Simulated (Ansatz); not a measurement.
**CoSn$_{2}$: do energies and stresses tell the same story?**

These are results of DFT PBEsol, scalar-relativistic, plane waves, PAW (Ansatz), not measurements.

Cutoff 420 eV; k points 8×8×8 on the computed 6-atom cell (Γ-centred); Gaussian smearing, width 0.10 eV; no spin polarisation.

Relaxed cell: I4/mcm, a = 6.280 Å, b = 6.280 Å, c = 5.398 Å, α = 90.00°, β = 90.00°, γ = 90.00°, 6 atoms in the primitive cell. Whether it is the stable form of this composition wasn't checked.

Energies at zero smearing and pressures from the stress tensor, at volumes with shape and atoms relaxed:
```tsv
V (Å³/atom)	E − E(first) (meV/atom)	P (GPa)
16.672	0.00	8.58
17.205	-20.45	3.91
17.737	-26.69	0.00
18.269	-21.04	-3.26
18.801	-5.51	-5.95
```

**Question.** Check P = −dE/dV between neighbouring volumes, and get the bulk modulus from the pressures alone.

**Answer.** With 1 eV/Å³ = 160.2 GPa:
```tsv
middle V (Å³/atom)	−ΔE/ΔV (GPa)	mean P (GPa)
16.939	6.157	6.246
17.471	1.878	1.955
18.003	-1.699	-1.628
18.535	-4.677	-4.604
```

The two differ by 0.09 GPa at most. The mean of two end pressures misses the average over a step by about ΔV² P″/12, up to 0.07 GPa here; with that taken off 0.03 GPa remains. The stress is the derivative of the free energy, not of the energy at zero smearing, and with free energies 0.00 GPa remains. Around V = 17.737 Å³/atom, the two neighbours give B = −V ΔP/ΔV = 17.737 × 7.16 / 1.064 = 119.4 GPa, against B0 = 118.9 GPa from the Birch–Murnaghan fit of the energies.

Spin polarisation was left out, and a magnetic state may lie lower.

A ferromagnetic start lost its moments in a first run, so spin was left out; other magnetic orders weren't tried.